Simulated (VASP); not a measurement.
# Si (I4/mmm) in VASP: notebook, part 2 of 2

VASP 6.6.1.

## Step 4: Single point, PBEsol

The input, INCAR:

```
SYSTEM = Si
PREC     = Accurate       ! precision mode
ENCUT    = 450            ! plane-wave cutoff, eV
EDIFF    = 1E-6           ! SCF threshold, eV
ISMEAR   = 0              ! smearing method
SIGMA    = 0.05           ! smearing width, eV
LREAL    = Auto         
LASPH    = .True.         ! aspherical terms in the spheres
NELM     = 100            ! most SCF steps
ALGO     = Normal         ! electronic algorithm
ISIF     = 2              ! what is computed and relaxed
LWAVE    = .False.        ! write WAVECAR
LCHARG   = .False.        ! write CHGCAR
GGA      = PS             ! functional
ADDGRID  = .False.
```

The input, KPOINTS:

```
Automatic mesh
0
Gamma
  5 5 5
  0 0 0
```

The input, POSCAR:

```
Si
1.0
   -1.6269149300      1.6269149300      1.3203298500
    1.6269149300     -1.6269149300      1.3203298500
    1.6269149300      1.6269149300     -1.3203298500
Si
1
Direct
    0.0000000000      0.0000000000      0.0000000000
```

The run is started by

```sh
$ cat potpaw_PBE.64/Si/POTCAR > POTCAR
$ mpirun -np 1 vasp_std > vasp.out
```

It took 1.3 s on 1 thread of Intel Xeon 6975P-C (Granite Rapids), shared host; peak memory 0.11 GiB.

The run converged, but some of its settings lie outside the range that counts as converged, so its numbers aren't taken as properties of the crystal.

What came out:

```yaml
Free_energy: -5.2175 eV
Pressure: 4.9 GPa
Band_gap_on_the_k_mesh: none (metal or under the smearing width)
```

Caveat: the k mesh is coarse (spacing up to 0.61 Å⁻¹), so the values aren't converged; the PAW data sets were made with another functional, which shifts forces and pressure a little.

## Step 5: Single point, PBEsol

Changes to INCAR since step 4:

```diff
@@ -3,6 +3,6 @@
 ENCUT    = 450            ! plane-wave cutoff, eV
-EDIFF    = 1E-6           ! SCF threshold, eV
+EDIFF    = 0.01           ! SCF threshold, eV
 ISMEAR   = 0              ! smearing method
 SIGMA    = 0.05           ! smearing width, eV
-LREAL    = Auto         
+LREAL    = .False.        ! projectors in reciprocal space
 LASPH    = .True.         ! aspherical terms in the spheres
```

KPOINTS is that of step 4.

POSCAR is that of step 4.

Potentials or basis: VASP PAW PBE potentials, release 64 (Si).

The run is started by

```sh
$ cat potpaw_PBE.64/Si/POTCAR > POTCAR
$ mpirun -np 1 vasp_std > vasp.out
```

OUTCAR:

```text
SYSTEM = Si
   PREC = Accurate
   ENCUT = 450
   EDIFF = 0.01
   ISMEAR = 0
   LREAL = .False.
   LASPH = .True.
   NELM = 100
   ISIF = 2
   GGA = PS

 Found     18 irreducible k-points:

 Following reciprocal coordinates:
            Coordinates               Weight
  0.000000  0.000000  0.000000      1.000000
  0.200000  0.000000 -0.000000      8.000000
  0.400000  0.000000 -0.000000      8.000000
  0.200000  0.200000 -0.000000      8.000000
  0.400000  0.200000  0.000000     16.000000
 -0.400000  0.200000  0.000000     16.000000
   k-points           NKPTS =     18   k-points in BZ     NKDIM =     18   number of bands    NBANDS=      6
   number of dos      NEDOS =    301   number of ions     NIONS =      1
   total plane-waves  NPLWV =   5832
   dimension x,y,z NGX =    18 NGY =   18 NGZ =   18
   dimension x,y,z NGXF=    36 NGYF=   36 NGZF=   36
   ions per type =               1
   NGX,Y,Z   is equivalent  to a cutoff of  11.28, 11.28, 11.28 a.u.
   NGXF,Y,Z  is equivalent  to a cutoff of  22.56, 22.56, 22.56 a.u.
 SYSTEM =  Si
   PREC   = accura    normal or accurate (medium, high low for compatibility)
   ISTART =      0    job   : 0-new  1-cont  2-samecut
   ICHARG =      2    charge: 1-file 2-atom 10-const
   ISPIN  =      1    spin polarized calculation?
   LNONCOLLINEAR =      F non collinear calculations
   LSORBIT =      F    spin-orbit coupling
   LASPH  =      T    aspherical Exc in radial PAW
   ENCUT  =  450.0 eV  33.07 Ry    5.75 a.u.   4.59  4.59  4.59*2*pi/ulx,y,z
   NELM   =    100;   NELMIN=  2; NELMDL= -5     # of ELM steps
   EDIFF  = 0.1E-01   stopping-criterion for ELM
   LREAL  =      F    real-space projection
   EDIFFG = 0.1E+00   stopping-criterion for IOM
   NSW    =      0    number of steps for IOM
   IBRION =     -1    ionic relax: 0-MD 1-quasi-New 2-CG
   NFREE  =      0    steps in history (QN), initial steepest desc. (CG)
   ISIF   =      2    stress and relaxation
   ISYM   =      2    0-nonsym 1-usesym 2-fastsym
   POTIM  = 0.5000    time-step for ionic-motion
   TEBEG  =    0.0;   TEEND  =   0.0 temperature during run
   PSTRESS=    0.0 pullay stress
   NELECT =       4.0000    total number of electrons
   NUPDOWN=      -1.0000    fix difference up-down
   EMIN   =  10.00;   EMAX   =-10.00  energy-range for DOS
   EFERMI =   0.00;   METHOD = LEGACY
   ISMEAR =     0;   SIGMA  =   0.05  broadening in eV -4-tet -1-fermi 0-gaus
   EFERMI_NEDOS =   21; number of points for ismear=-14 and -15
   IALGO  =     38    algorithm
   IMIX   =      4    mixing-type and parameters
     AMIX     =   0.40;   BMIX     =  1.00
     AMIX_MAG =   1.60;   BMIX_MAG =  1.00
  volume/ion in A,a.u.               =      13.98        94.33
  Fermi-wavevector in a.u.,A,eV,Ry     =   1.078791  2.038620 15.834335  1.163791
  Thomas-Fermi vector in A             =   2.214739
   LORBIT       =      0    0 simple, 1 ext, 2 COOP (PROOUT), +10 PAW based schemes
   GGA     = PS    functional components
   LHFCALC =     F    Hartree Fock is set to
   AEXX    =    0.0000 exact exchange contribution
   IVDW    =     0    specifies the selected vdW correction
   LEPSILON=     F    determine dielectric tensor
   LRPA    =     F    only Hartree local field effects (RPA)
 non-spin polarized calculation
 Gauss-broadening in eV      SIGMA  =   0.05
  energy-cutoff  :      450.00
  volume of cell :       13.98
 maximum number of plane-waves:       311
 NGX is ok and might be reduce to    18
   NGX =  9   NGY =  9   NGZ =  9

 number of electron       4.0000000 magnetization

 Free energy of the ion-electron system (eV)
  ---------------------------------------------------
  ext. energy  EPLUGINS =         0.00000000
  ---------------------------------------------------
  free energy    TOTEN  =        -5.21692039 eV

  energy without entropy =       -5.21646904  energy(sigma->0) =       -5.21669471

 E-fermi :  10.1116     XC(G=0): -11.3718

 val. band max:       10.1115553591   @ k =  -0.4000  -0.4000   0.4000
 cond. band min:      10.4974336421   @ k =   0.2000   0.2000   0.2000
 fundamental gap:      0.3858782831
 Fermi energy:        10.1115553593

 k-point     1 :       0.0000    0.0000    0.0000
  band No.  band energies     occupation
      1      -4.2114      2.00000
      2      20.1248      0.00000
      3      20.6949      0.00000
      4      20.6949      0.00000
      5      23.5268      0.00000
      6      24.4729      0.00000

 k-point     2 :       0.2000    0.0000   -0.0000
  band No.  band energies     occupation
      1      -2.8326      2.00000
      2      16.6056      0.00000
      3      16.7705      0.00000
      4      18.6146      0.00000
      5      20.8897      0.00000
      6      23.2956      0.00000
[... 28 lines left out ...]
 k-point     6 :      -0.4000    0.2000    0.0000
  band No.  band energies     occupation
      1      -0.6743      2.00000
      2       9.8422      2.00000
      3      13.7761      0.00000
      4      18.2901      0.00000
      5      20.8516      0.00000
      6      27.4701      0.00000

 [... further k-points ...]

------------------------ aborting loop because EDIFF is reached ----------------------------------------

  FORCE on cell =-STRESS in cart. coord.  units (eV):
  Direction    XX          YY          ZZ          XY          YZ          ZX
  --------------------------------------------------------------------------------------
  -------------------------------------------------------------------------------------
  Total        0.7274599      0.7274599     -0.1905178      0.0000000     -0.0000000      0.0000000
  in kB       83.3772425     83.3772425    -21.8360524      0.0000000     -0.0000000      0.0000000
  external PRESSURE =      48.3061442 kB  Pullay stress =       0.0000000 kB

 VOLUME and BASIS-vectors are now :
 -----------------------------------------------------------------------------
  energy-cutoff  :      450.00
  volume of cell :       13.98
      direct lattice vectors                 reciprocal lattice vectors
    -1.626914930  1.626914930  1.320329850     0.000000000  0.307330144  0.378693249
     1.626914930 -1.626914930  1.320329850     0.307330144  0.000000000  0.378693249
     1.626914930  1.626914930 -1.320329850     0.307330144  0.307330144  0.000000000

 POSITION                                       TOTAL-FORCE (eV/Angst)
 -----------------------------------------------------------------------------------
      0.00000      0.00000      0.00000         0.000000     -0.000000      0.000000
 -----------------------------------------------------------------------------------
    total drift:                                0.000000     -0.000000     -0.000000

  FREE ENERGIE OF THE ION-ELECTRON SYSTEM (eV)
  ---------------------------------------------------
  free  energy   TOTEN  =        -5.2169203878 eV

  energy  without entropy=       -5.2164690362  energy(sigma->0) =       -5.21669471
```

OSZICAR:

```text
N       E                     dE             d eps       ncg     rms          rms(c)
DAV:   1    -0.126085194333E+01   -0.12609E+01   -0.15696E+03   234   0.435E+02
DAV:   2    -0.519921630407E+01   -0.39384E+01   -0.37098E+01   312   0.385E+01
DAV:   3    -0.523877875680E+01   -0.39562E-01   -0.39562E-01   264   0.441E+00
DAV:   4    -0.523883793792E+01   -0.59181E-04   -0.59181E-04   312   0.196E-01
DAV:   5    -0.523883794689E+01   -0.89758E-08   -0.84422E-08   156   0.158E-03    0.301E+00
DAV:   6    -0.522488191727E+01    0.13956E-01   -0.36473E-03   132   0.356E-01    0.170E+00
DAV:   7    -0.521692038785E+01    0.79615E-02   -0.77350E-03   126   0.531E-01
   1 F= -.52169204E+01 E0= -.52166947E+01  d E =-.451352E-03
```

It took 1 s on 1 thread of Intel Xeon 6975P-C (Granite Rapids), shared host; peak memory 0.11 GiB.

The run converged, but some of its settings lie outside the range that counts as converged, so its numbers aren't taken as properties of the crystal.

Results:

```yaml
Free_energy: -5.2169 eV
Pressure: 4.8 GPa
Band_gap_on_the_k_mesh: none (metal or under the smearing width)
```

Caveat: the k mesh is coarse (spacing up to 0.61 Å⁻¹), so the values aren't converged; the PAW data sets were made with another functional, which shifts forces and pressure a little.

## Step 6: The reference run

An earlier run on the cell as given: functional PBE; potentials or basis VASP PAW PBE potentials, release 64 (Si); cutoff 520 eV; k mesh 13 × 13 × 13; occupations fermi-dirac, width 0.05 eV; no spin polarisation.

- Pressure: 3.5 GPa
- Band gap on the k mesh: none (metal or under the smearing width)
